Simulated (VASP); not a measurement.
# InP (F-43m) in VASP: settings compared, part 2 of 2

VASP 6.6.1. Earlier steps stand in the parts before.

## (4) Single point, r2SCAN+D4 (volume scaled by 0.96)

POSCAR

```
InP
1.0
    0.0000000000      2.9040169710      2.9040169710
    2.9040169710      0.0000000000      2.9040169710
    2.9040169710      2.9040169710      0.0000000000
In P
1 1
Direct
    0.0000000000      0.0000000000      0.0000000000
    0.7500000000      0.7500000000      0.7500000000
```

INCAR.step1

```
PREC = Accurate
ENCUT = 520
ISMEAR = 0
SIGMA = 0.05
LREAL = False
LASPH = True
NELM = 80
NBANDS = 16
GGA = PE
ALGO = Normal
EDIFF = 1E-4
LWAVE = True
LCHARG = False
```

INCAR.step2

```
PREC = Accurate
ENCUT = 520
EDIFF = 1E-7
ISMEAR = 0
SIGMA = 0.05
LREAL = False
LASPH = True
NELM = 80
ALGO = Normal
ISIF = 2
LWAVE = False
LCHARG = True
METAGGA = R2SCAN
LMIXTAU = True
IVDW = 13
VDW_S6 = 1.0
VDW_S8 = 0.6018749
VDW_A1 = 0.51559235
VDW_A2 = 5.77342911
LELF = True
LVHAR = True
NBANDS = 16
ISTART = 1
```

KPOINTS

```
Automatic mesh
0
Gamma
  8 8 8
```

Run with:

```
$ cat potpaw_PBE.64/In_d/POTCAR potpaw_PBE.64/P/POTCAR > POTCAR
$ cp INCAR.step1 INCAR
$ mpirun -np 1 vasp_std > vasp.out
$ cp INCAR.step2 INCAR
$ mpirun -np 1 vasp_std > vasp.out
```

Wall time 2.1 min (1 thread of Intel Xeon 8259CL, shared host); peak memory 0.19 GiB.

Results (log left out):

| Property | Result |
| --- | --- |
| Free energy | -32.5134 eV |
| Pressure | 3.0 GPa |
| Band gap on the k mesh | 1.33 eV, direct |
| Dispersion energy per atom | -0.122 eV |

Levels at points of the mesh, in eV from the valence-band top:
| k point | band 5 | band 6 | band 7 | band 8 | band 9 | band 10 | band 11 | band 12 | band 13 | band 14 |
| --- | --- | --- | --- | --- | --- | --- | --- | --- | --- | --- |
| (0.00, 0.00, 0.00) | -14.52 | -12.20 | 0.00 | 0.00 | 0.00 | 1.33 | 4.44 | 4.44 | 4.44 | 9.27 |
| (0.50, 0.00, 0.00) | -14.50 | -10.29 | -6.04 | -1.05 | -1.05 | 1.94 | 5.16 | 5.16 | 7.61 | 10.25 |
| (0.50, 0.50, 0.00) | -14.48 | -9.58 | -6.00 | -2.51 | -2.51 | 1.96 | 2.55 | 10.08 | 10.51 | 10.51 |

Caveat: the cell differs from its parent crystal (volume scaled by 0.96); the PAW data sets were made with another functional, which shifts forces and pressure a little; spin-orbit coupling is left out, which moves the levels of the heavy elements.

## (5) Single point, r2SCAN+D4 (volume scaled by 0.98)

POSCAR

```
InP
1.0
    0.0000000000      2.9240453072      2.9240453072
    2.9240453072      0.0000000000      2.9240453072
    2.9240453072      2.9240453072      0.0000000000
In P
1 1
Direct
    0.0000000000      0.0000000000      0.0000000000
    0.7500000000      0.7500000000      0.7500000000
```

INCAR.step1

```
SYSTEM = InP
PREC = Accurate
ENCUT = 520
ISMEAR = 0
SIGMA = 0.05
LREAL = .FALSE.
LASPH = .TRUE.
NELM = 100
NBANDS = 16
GGA = PE
ALGO = Normal
EDIFF = 1E-4
LWAVE = .TRUE.
LCHARG = .FALSE.
```

INCAR.step2

```
SYSTEM = InP
PREC = Accurate
ENCUT = 520
EDIFF = 1E-6
ISMEAR = 0
SIGMA = 0.05
LREAL = .FALSE.
LASPH = .TRUE.
NELM = 100
ALGO = Normal
ISIF = 2
LWAVE = .FALSE.
LCHARG = .FALSE.
METAGGA = R2SCAN
LMIXTAU = .TRUE.
IVDW = 13
VDW_S6 = 1.0
VDW_S8 = 0.6018749
VDW_A1 = 0.51559235
VDW_A2 = 5.77342911
NBANDS = 16
ISTART = 1
```

KPOINTS

```
Automatic mesh
0
G
  8 8 8
  0 0 0
```

Run with:

```
$ cat potpaw_PBE.64/In_d/POTCAR potpaw_PBE.64/P/POTCAR > POTCAR
$ cp INCAR.step1 INCAR
$ mpirun -np 1 vasp_std > vasp.out
$ cp INCAR.step2 INCAR
$ mpirun -np 1 vasp_std > vasp.out
```

Run time: 96 s. Hardware: 1 thread of Intel Xeon 8259CL, shared host; peak memory 0.19 GiB.

Results (log left out):

| Quantity | Value |
| --- | --- |
| Free energy | -32.5276 eV |
| Pressure | 1.4 GPa |
| Band gap on the k mesh | 1.21 eV, direct |
| Dispersion energy per atom | -0.120 eV |

Levels at points of the mesh, in eV from the valence-band top:
| k point | band 6 | band 7 | band 8 | band 9 | band 10 | band 11 | band 12 | band 13 |
| --- | --- | --- | --- | --- | --- | --- | --- | --- |
| (0.00, 0.00, 0.00) | -12.05 | 0.00 | 0.00 | 0.00 | 1.21 | 4.44 | 4.44 | 4.44 |
| (0.50, 0.00, 0.00) | -10.22 | -5.92 | -1.02 | -1.02 | 1.88 | 5.16 | 5.16 | 7.57 |
| (0.50, 0.50, 0.00) | -9.53 | -5.91 | -2.43 | -2.43 | 2.00 | 2.55 | 9.93 | 10.36 |

Caveat: the cell differs from its parent crystal (volume scaled by 0.98); the PAW data sets were made with another functional, which shifts forces and pressure a little; spin-orbit coupling is left out, which moves the levels of the heavy elements.

## (6) Single point, r2SCAN+D4

This run uses another cell than the first one, of 25.17 Å³/atom, 0.947 times its volume.

POSCAR

```
InP
1.0
    0.0000000000      2.9305005221      2.9305005221
    2.9305005221      0.0000000000      2.9305005221
    2.9305005221      2.9305005221      0.0000000000
In P
1 1
Direct
    0.0000000000      0.0000000000      0.0000000000
    0.7500000000      0.7500000000      0.7500000000
```

Changes to INCAR.step1 since step 5:

```diff
@@ -7,3 +7,3 @@
 LASPH = .TRUE.
-NELM = 100
+NELM = 60
 NBANDS = 16
```

INCAR.step2

```
SYSTEM = InP
PREC = Accurate
ENCUT = 520
EDIFF = 1E-7
ISMEAR = 0
SIGMA = 0.05
LREAL = .FALSE.
LASPH = .TRUE.
NELM = 60
ALGO = Normal
ISIF = 2
LWAVE = .FALSE.
LCHARG = .TRUE.
METAGGA = R2SCAN
LMIXTAU = .TRUE.
IVDW = 13
VDW_S6 = 1.0
VDW_S8 = 0.6018749
VDW_A1 = 0.51559235
VDW_A2 = 5.77342911
LELF = .TRUE.
LVHAR = .TRUE.
NBANDS = 16
ISTART = 1
```

KPOINTS

```
regular mesh
0
G
  8 8 8
  0 0 0
```

Potentials or basis: VASP PAW PBE potentials, release 64 (In_d, P).

Run with:

```
$ cat potpaw_PBE.64/In_d/POTCAR potpaw_PBE.64/P/POTCAR > POTCAR
$ cp INCAR.step1 INCAR
$ mpirun -np 1 vasp_std > vasp.out
$ cp INCAR.step2 INCAR
$ mpirun -np 1 vasp_std > vasp.out
```

It took 1.8 min on 1 thread of Intel Xeon 8259CL, shared host; peak memory 0.2 GiB.

It converged, with:

```yaml
Free_energy: -32.5300 eV
Pressure: 0.9 GPa
Band_gap_on_the_k_mesh: 1.17 eV, direct
Dispersion_energy_per_atom: -0.119 eV
```

Levels at points of the mesh, in eV from the valence-band top:
```csv
k point,band 7,band 8,band 9,band 10,band 11,band 12
"(0.00, 0.00, 0.00)",0.00,0.00,0.00,1.17,4.44,4.44
"(0.50, 0.00, 0.00)",-5.88,-1.01,-1.01,1.87,5.16,5.16
"(0.50, 0.50, 0.00)",-5.88,-2.41,-2.41,2.01,2.55,9.89
```

Caveat: the PAW data sets were made with another functional, which shifts forces and pressure a little; spin-orbit coupling is left out, which moves the levels of the heavy elements.

## (7) Overview

| level | cell | gap on the mesh (eV) | pressure (GPa) |
| --- | --- | --- | --- |
| PBE+D4 | a = 4.221 Å, angles 60.0°, 2 atoms | 0.41 | -2.4 |
| revPBE+D4 | a = 4.214 Å, angles 60.0°, 2 atoms | 0.53 | -2.4 |
| r2SCAN+D4 | a = 4.107 Å, angles 60.0°, 2 atoms | 1.33 | 3.0 |
| r2SCAN+D4 | a = 4.135 Å, angles 60.0°, 2 atoms | 1.21 | 1.4 |
| r2SCAN+D4 | a = 4.144 Å, angles 60.0°, 2 atoms | 1.17 | 0.9 |

Alike in all rows: task single point; potentials or basis VASP PAW PBE potentials, release 64 (In_d, P); no spin polarisation; k mesh 8 × 8 × 8; cutoff (eV) 520; smearing gaussian 0.05 eV.

Caveats: spin-orbit coupling is left out, which moves the levels of the heavy elements; the PAW data sets were made with another functional, which shifts forces and pressure a little (some runs).

Total energies depend on the potentials used, so only differences within one code and one set of settings carry meaning.

## (8) Comparison with measurements

Step 6. Measured gap of InP: 1.4236 eV (direct; 1.6 K; a printed reference work, data compilation). This calculation gives 1.17 eV (-0.25 eV). Spin-orbit coupling on In is left out. The value is that of r2SCAN+D4, without temperature or zero-point motion.
